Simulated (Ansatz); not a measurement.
Input, command and steps of an Ansatz relaxation.

```yaml
crystal:
  lattice:
    - [2.5631265262, 2.5631265262, 0.0]
    - [-2.4698088129, 2.4698088129, 0.0]
    - [0.0, 0.0, 4.9396176257]
  atoms:
    - { symbol: "Y", position: [0.0, 0.0, 0.0] }
    - { symbol: "Y", position: [0.5, 0.5, 0.5] }
basis:
  ecutwfc: 420
kpoints:
  mp_grid: { grid: [14, 14, 10] }
hamiltonian:
  xc: pbesol
scf:
  occupations: { method: gaussian, width: 0.1 }
output:
  forces: true
  stress: true
  eigenvalues: true
relax:
  adjacent_minimum: "off"
  f_tol: 0.008
  max_steps: 40
  cell: { stress_tol: 0.015, fix: [a, angles] }
```

```bash
ansatz run input.yaml --threads 1 --pin off --max-ram 2560MiB --backend cpu --events-out ev --progress --plain --runs-dir out
```

Level of theory: DFT PBEsol, scalar-relativistic, plane waves, PAW in Ansatz.

Of 5 frames 4 are shown, positions in Å and forces in eV/Å; the SCF threshold varies from step to step. Steps run on the plane waves of an earlier cell, with a Pulay correction in the pressure. The basis is chosen afresh for the last frame, the zero of the energies, and at times for earlier ones too; energy and pressure can step there, also at an unchanged geometry. Where two frames share a geometry here, they differ by under 2 meV/atom and 0.3 GPa.

```xyz
2
Lattice="2.5631 2.5631 0.0000 -2.4698 2.4698 0.0000 0.0000 0.0000 4.9396" Properties=species:S:1:pos:R:3:forces:R:3 pbc="T T T" step=1 free_energy_over_end_meV_per_atom=0.69 pressure_GPa=-0.58
Y     0.0000    0.0000    0.0000    0.0000    0.0000    0.0000
Y     0.0467    2.5165    2.4698    0.0000    0.0000    0.0000
2
Lattice="2.5631 2.5631 0.0000 -2.4847 2.4847 0.0000 0.0000 0.0000 4.9174" Properties=species:S:1:pos:R:3:forces:R:3 pbc="T T T" step=2 free_energy_over_end_meV_per_atom=0.14 pressure_GPa=-0.65
Y     0.0000    0.0000    0.0000    0.0000    0.0000    0.0000
Y     0.0392    2.5239    2.4587    0.0000    0.0000    0.0000
2
Lattice="2.5631 2.5631 0.0000 -2.4925 2.4925 0.0000 0.0000 0.0000 4.8886" Properties=species:S:1:pos:R:3:forces:R:3 pbc="T T T" step=3 free_energy_over_end_meV_per_atom=0.00 pressure_GPa=-0.55
Y     0.0000    0.0000    0.0000    0.0000    0.0000    0.0000
Y     0.0353    2.5278    2.4443    0.0000    0.0000    0.0000
2
Lattice="2.5631 2.5631 0.0000 -2.4933 2.4933 0.0000 0.0000 0.0000 4.8924" Properties=species:S:1:pos:R:3:forces:R:3 pbc="T T T" step=5 free_energy_over_end_meV_per_atom=0.00 pressure_GPa=-0.59
Y     0.0000    0.0000    0.0000    0.0000    0.0000    0.0000
Y     0.0349    2.5282    2.4462    0.0000    0.0000    0.0000
```

The run took 60 s on 1 thread of Intel(R) Xeon(R) Platinum 8488C (Sapphire Rapids), with other jobs on the host, peak memory 0.62 GiB.